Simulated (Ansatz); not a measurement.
**Ba: levels along high-symmetry lines**

```
CELL_PARAMETERS angstrom
3.95017 0.00000 0.00000
0.00000 3.95017 0.00000
0.00000 0.00000 3.95017
ATOMIC_POSITIONS crystal
Ba 0.00000 0.00000 0.00000
```

The structure comes from a relaxation in the same program, started in the sc type, and has space group Pm-3m. Whether it is a known phase or the ground state wasn't checked.

Spin–orbit coupling is left out, though it moves levels of the heavy atoms by tenths of an eV or more.

These are results of DFT, PBE, all-electron LAPW, scalar-relativistic (Ansatz 0.2.0), not measurements.

Sampling and basis: a Γ-centred 13×13×13 k mesh, Fermi–Dirac smearing of 0.05 eV, basis error target 0.25 meV/atom, no spin polarisation.

Points in fractions of the reciprocal vectors of this cell: Γ (0, 0, 0), X (0, 0.5, 0), M (0.5, 0.5, 0), R (0.5, 0.5, 0.5). The path joins them by straight lines in the order Γ–X–M–Γ–R–X–R–M; legs that retrace an earlier one aren't tabulated. Energies are in eV from the Fermi level.

(1) Is there a gap?

(2) List the levels between -5 and 1 eV at the symmetry points.

Results:

(1) None at this level of theory (metallic, semimetallic, or a small gap that the functional closes).

(2) 
Γ: -2.56, 0.06 (×2)
X: -0.68, 0.63, 0.78
M: -0.98, 0.71
R: -0.03 (×3)
